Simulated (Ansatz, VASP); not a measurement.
# One calculation of GaN, two programs

```
Ga N
1.0
     3.13702    0.00000    0.00000
    -1.56851    2.71674    0.00000
     0.00000    0.00000    5.09618
Ga N
2 2
Direct
  0.66667 0.33333 0.50000
  0.33333 0.66667 0.00000
  0.66667 0.33333 0.87500
  0.33333 0.66667 0.37500
```

Alike in both runs: task single point; functional revPBE; dispersion D3(BJ); k mesh 10 × 10 × 5; occupations fermi-dirac, width 0.05 eV; no spin polarisation.

```csv
,VASP,Ansatz
version,VASP 6.6.1,Ansatz 0.2.0
potentials or method,"VASP PAW PBE potentials, release 64 (Ga_d, N)",Ansatz PAW
plane-wave cutoff (eV),520,420
valence electrons in the cell,36,36
```

VASP gave:

- gap on the k mesh at the Fermi level (eV): 2.29
- least direct gap on the mesh (eV): 2.29
- pressure (GPa): 11.2
- largest component of the traceless stress (GPa): 1.79
- rms of the force components (eV/Å): 0.084
- dispersion energy (meV/atom): -518.4

Task: Estimate Ansatz's values.

Result: gap on the k mesh at the Fermi level (eV): 2.26; least direct gap on the mesh (eV): 2.26; pressure (GPa): 11.4; largest component of the traceless stress (GPa): 1.78; rms of the force components (eV/Å): 0.086; dispersion energy (meV/atom): -518.4.

Atom by atom the forces differ by 0.002 eV/Å (rms over components).

Caveats: the PAW data sets were made with another functional, which shifts forces and pressure a little (VASP); odd divisions of the mesh miss points on the zone boundary, where band edges often lie, so the gap on the mesh can be too wide (Ansatz); the pressure holds a Pulay correction of +0.5 GPa for the finite cutoff (Ansatz); the PAW data sets come from PBE, with cores solved anew for the run's functional, which leaves a small shift of forces and pressure (Ansatz). Expect the measured gap to be larger: semilocal functionals such as revPBE lack the derivative discontinuity.
